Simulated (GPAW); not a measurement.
# Hf (P6_3/mmc) in GPAW: single point with r2SCAN

Aim: the single point of Hf with r2SCAN.

Program: GPAW 26.7.0. These are calculated values, not measurements. Logs are shortened: lines on timing, memory, paths and dates and some standing lists are left out, and cuts for length are marked. The log counts tension as positive stress, the text compression.

### 1 The structure

The structure is hexagonal, space group P6_3/mmc (No. 194). The conventional cell has a = 3.197 Å, b = 3.197 Å, c = 5.058 Å, α = 90.00°, β = 90.00°, γ = 120.00°. Hf (site symmetry -6m2) has 12 Hf at 3.13 to 3.20 Å as nearest neighbours.

### 2 Single point, r2SCAN

run.py

```python
from ase.dft.bandgap import bandgap
from ase.io import read, write
from ase.units import GPa
from gpaw import GPAW, PW

atoms = read('Hf.cif')

calc = GPAW(mode=PW(500),
            xc='MGGA_X_R2SCAN+MGGA_C_R2SCAN',
            kpts={'size': (8, 8, 4), 'gamma': True},
            occupations={'name': 'fermi-dirac', 'width': 0.05},
            nbands=24,
            maxiter=120,
            txt='gpaw.txt')
atoms.calc = calc
energy = atoms.get_potential_energy()
forces = atoms.get_forces()
stress = atoms.get_stress()
calc.write('gs.gpw')
write('result.traj', atoms)
print(f'Energy: {energy:.6f} eV')
print('Forces (eV/A):')
print(forces.round(4))
print('Stress (GPa):', (stress / GPa).round(3))
print('Fermi level:', round(calc.get_fermi_level(), 4), 'eV')
print(f'Gap: {bandgap(calc)[0]:.4f} eV, direct: {bandgap(calc, direct=True)[0]:.4f} eV')
```

Hf.cif

```cif
data_Hf
_cell_length_a 3.19670000
_cell_length_b 3.19670000
_cell_length_c 5.05780000
_cell_angle_alpha 90.00000000
_cell_angle_beta 90.00000000
_cell_angle_gamma 120.00000000
_space_group_name_H-M_alt 'P1'
_space_group_name_Hall 'P 1'
_space_group_IT_number 1
loop_
_space_group_symop_operation_xyz
'x,y,z'
loop_
_atom_site_label
_atom_site_type_symbol
_atom_site_symmetry_multiplicity
_atom_site_Wyckoff_symbol
_atom_site_fract_x
_atom_site_fract_y
_atom_site_fract_z
_atom_site_occupancy
Hf1 Hf 1 a 0.6666666667 0.3333333333 0.7500000000 1
Hf2 Hf 1 a 0.3333333333 0.6666666667 0.2500000000 1
```

Potentials or basis: GPAW PAW data sets (gpaw-data 1.2.1), pw.

Started as:

```bash
OMP_NUM_THREADS=1 python run.py
```

gpaw.txt:

```text
__  _  _
 | _ |_)|_||  |
 |__||  | ||/\| - 26.7.0

Input parameters:
  mode=PW(ecut=500.0),
  kpts=MonkhorstPack(size=(8, 8, 4), gamma=True),
  maxiter=120,
  nbands=24,
  occupations=Occupations(name='fermi-dirac', width=0.05),
  xc=XC(name='MGGA_X_R2SCAN+MGGA_C_R2SCAN')

Diagonalizing LCAO Hamiltonian
Converting LCAO to pw mode

           Hf

        Hf

Atoms  # Å, Bohr magnetons
|   | symbol |         x |        y |        z |    initial magnetic moments |
|---|--------|-----------|----------|----------|-----------------------------|
| 0 |     Hf |  1.598350 | 0.922808 | 3.793350 | ( 0.0000,  0.0000,  0.0000) |
| 1 |     Hf | -0.000000 | 1.845616 | 1.264450 | ( 0.0000,  0.0000,  0.0000) |

Unit cell  # Å
| periodic |         x |        y |        z |  lengths |     angles |
|----------|-----------|----------|----------|----------|------------|
|      yes |  3.196700 | 0.000000 | 0.000000 | 3.196700 |  90.000000 |
|      yes | -1.598350 | 2.768423 | 0.000000 | 3.196700 |  90.000000 |
|      yes |  0.000000 | 0.000000 | 5.057800 | 5.057800 | 120.000000 |

Number of symmetries: 12
Symmetry operations  # r_c * U_cc + t_c -> r_c
|    | kind |            matrix            |
|----|------|------------------------------|
|  0 |  σ   |  1, 1, 0,  0,-1, 0,  0, 0, 1 |
|  1 |  S6  |  1, 1, 0, -1, 0, 0,  0, 0,-1 |
|  2 |  E   |  1, 0, 0,  0, 1, 0,  0, 0, 1 |
|  3 |  C2  |  1, 0, 0, -1,-1, 0,  0, 0,-1 |
|  4 |  C2  |  0, 1, 0,  1, 0, 0,  0, 0,-1 |
|  5 |  C3  |  0, 1, 0, -1,-1, 0,  0, 0, 1 |
|  6 |  S6  |  0,-1, 0,  1, 1, 0,  0, 0,-1 |
|  7 |  σ   |  0,-1, 0, -1, 0, 0,  0, 0, 1 |
|  8 |  σ   | -1, 0, 0,  1, 1, 0,  0, 0, 1 |
|  9 |  i   | -1, 0, 0,  0,-1, 0,  0, 0,-1 |
| 10 |  C3  | -1,-1, 0,  1, 0, 0,  0, 0, 1 |
| 11 |  C2  | -1,-1, 0,  0, 1, 0,  0, 0,-1 |

BZ-sampling:
  Number of BZ points: 256
  Number of IBZ points: 35

  Monkhorst-Pack size: [8, 8, 4]
  Monkhorst-Pack shift: [0.0625, 0.0625, 0.125]

K-points  # in reciprocal-cell coordinates
|     |                                coordinates |     weight |
|-----|--------------------------------------------|------------|
|   0 | (  0.00000000,   0.00000000,   0.00000000) | 0.00390625 |
|   1 | (  0.00000000,   0.00000000,   0.25000000) | 0.00781250 |
|   2 | (  0.00000000,   0.00000000,   0.50000000) | 0.00390625 |
|   3 | (  0.12500000,   0.00000000,  -0.25000000) | 0.02343750 |
|   4 | (  0.12500000,   0.00000000,   0.00000000) | 0.02343750 |
|   5 | (  0.12500000,   0.00000000,   0.25000000) | 0.02343750 |
|   6 | (  0.12500000,   0.00000000,   0.50000000) | 0.02343750 |
|   7 | (  0.25000000,  -0.12500000,   0.00000000) | 0.02343750 |
|   8 | (  0.25000000,  -0.12500000,   0.25000000) | 0.04687500 |
|   9 | (  0.25000000,  -0.12500000,   0.50000000) | 0.02343750 |
| ... |                                            |            |
|  34 | (  0.50000000,   0.50000000,   0.50000000) | 0.01171875 |

Plane wave coefficients: 1152
Cutoff: 500.0 eV

Spin-components: 1 (collinear spins)
Bands:           24
Projectors:      12
Spin-degeneracy: 2
Datatype:        complex128

Parallelization:
  kpt:    1
  domain: 1
  band:   1

Density:
  Valence electrons: 24.0
  Components: 1
  Grid points: [18 18 27]
  Charge: 0.0  # |e|

Potential:
  Grid points: [18 18 27]

species:
  Hf:
    name:    Hafnium
    Z:       72.0
    valence: 12
    core:    60
    charge:  0.0  # [|e|]
    compensation charges:
      type: gauss
      rc: 0.41  # [Å]
      lmax: 2
    cutoffs:
      filter: 2.36  # [Å]
      core: 4.02  # [Å]
    projectors
    | kind |    occ | energy [eV] | rcut [Å] |
    |------|--------|-------------|----------|
    |   5s |  2.000 |     -66.831 |    1.397 |
    |   6s |  2.000 |      -5.097 |    1.397 |
    |   5p |  6.000 |     -35.599 |    1.307 |
    |   6p |  0.000 |      -1.401 |    1.307 |
    |   5d |  2.000 |      -2.699 |    1.334 |
    |    d |        |      24.513 |    1.334 |

    Using partial waves for Hf as LCAO basis

Reference energy: -819772.230551  # eV

eigensolver:
  PPCG
  Converge bands: occupied
  niter=2

density mixing:
  MSR1-Mixer
  Pratt-step length: 0.05
  Maximum mixing coefficient: 0.75
  Old densities: 10
  SVD Regularization: 0.005
  Good broyden scale: 1.0
  Trust region scale: 1.0
  Backstep threshold: 4.0
  History deletion threshold: 6.0
  Fourier metric: weight=20.0, sigma=0.015

occupation numbers:
  Fermi-Dirac:
    width: 0.0500  # eV

poisson solver:
  ecut: 4000.0  # eV

xc functional:
  name: MGGA_X_R2SCAN+MGGA_C_R2SCAN with 2 nearest neighbor stencil

convergence criteria:
- Maximum [total energy] change in last 3 cyles: 0.0005 eV / valence electron
- Maximum integral of absolute [dens]ity change: 0.0001 electrons / valence electron
- Maximum integral of absolute [eigenst]ate change: 4e-08 eV^2 / valence electron
maximum number of iterations: 120

SCF iterations
|iter     | |      energy | eigst |  dens |
|---------|-|-------------|-------|-------|
|iter:   1| |  -44.253845 | -0.20 |       |
|iter:   2| |  -40.735847 | -1.93 | -1.29 |
|iter:   3| |  -40.766336 | -1.64 | -1.31 |
|iter:   4| |  -40.761398 | -2.80 | -1.96 |
|iter:   5| |  -40.763725c| -3.77 | -2.21 |
|iter:   6| |  -40.763946c| -5.02 | -3.02 |
|iter:   7| |  -40.763997c| -5.70 | -3.37 |
|iter:   8| |  -40.763997c| -6.92 | -4.11c|
|iter:   9| |  -40.763997c| -7.91c| -4.49c|

Converged in 9 steps
Energy contributions relative to reference atoms: (reference = -819772.230551)

Energy contributions:
  Kinetic:          31.173782
  Coulomb:         -29.489595
  Zero:             -1.111260
  External:          0.000000
  Xc:              -41.334065
  Entropy:          -0.005717
  Spinorbit:         0.000000
  ----------------------------
  Free energy:     -40.766856
  Extrapolated:    -40.763997

dipole moment: (-0.000013, -0.000023, -0.000042)  # |e|*Ang

Fermi level: 9.891
Eigenvalues  # (at kpt = [0.000, 0.000, 0.000])
| band index |      eig [eV] | occ [0-2] |
|------------|---------------|-----------|
|          0 |       -53.762 |     2.000 |
|        ... |               |           |
|          2 |       -22.409 |     2.000 |
|          3 |       -21.651 |     2.000 |
|          4 |       -21.651 |     2.000 |
|          5 |       -21.524 |     2.000 |
|          6 |       -21.524 |     2.000 |
|          7 |       -21.524 |     2.000 |
[... 8 lines left out ...]
|         16 |        12.799 |     0.000 |
|         17 |        12.799 |     0.000 |
|        ... |               |           |
|         23 |        25.261 |     0.000 |

No gap
No difference between direct/indirect transitions

Forces  # eV/Ang
|        x |       y |        z |
|----------|---------|----------|
| -0.00000 | 0.00000 | -0.00038 |  # Hf   0
|  0.00000 | 0.00000 |  0.00038 |  # Hf   1

Stress tensor  # eV/Ang^3
|         x |         y |         z |
|-----------|-----------|-----------|
| -0.000040 |  0.000000 |  0.000000 |
| -0.000000 | -0.000040 | -0.000000 |
|  0.000000 | -0.000000 |  0.000166 |

# Writing to gs.gpw (mode='')
```

Run time: 46 s. Hardware: 1 thread of Arm Neoverse V2, shared host; peak memory 0.26 GiB.

Results:

```
Free energy            : -40.7669 eV
Pressure               : 0.0 GPa
Band gap on the k mesh : none (metal or under the smearing width)
```

Levels at points of the mesh, in eV from the Fermi level:
```tsv
k point	band 10	band 11	band 12	band 13	band 14	band 15
(0.00, 0.00, 0.00)	-3.83	0.43	1.31	1.31	1.60	2.17
(0.00, 0.00, 0.50)	-5.64	0.14	0.14	1.21	1.21	1.21
(0.50, 0.50, 0.00)	-2.85	-2.32	-1.00	0.92	0.97	1.79
(0.50, 0.50, 0.50)	-3.51	-1.03	-1.03	1.10	1.10	2.87
```

Caveat: the cutoff is short for stress and forces, so pressures can be off by a GPa or more; the PAW data sets were made with another functional, which shifts forces and pressure a little. The run has no spin-orbit coupling, so splittings on Hf are missing.
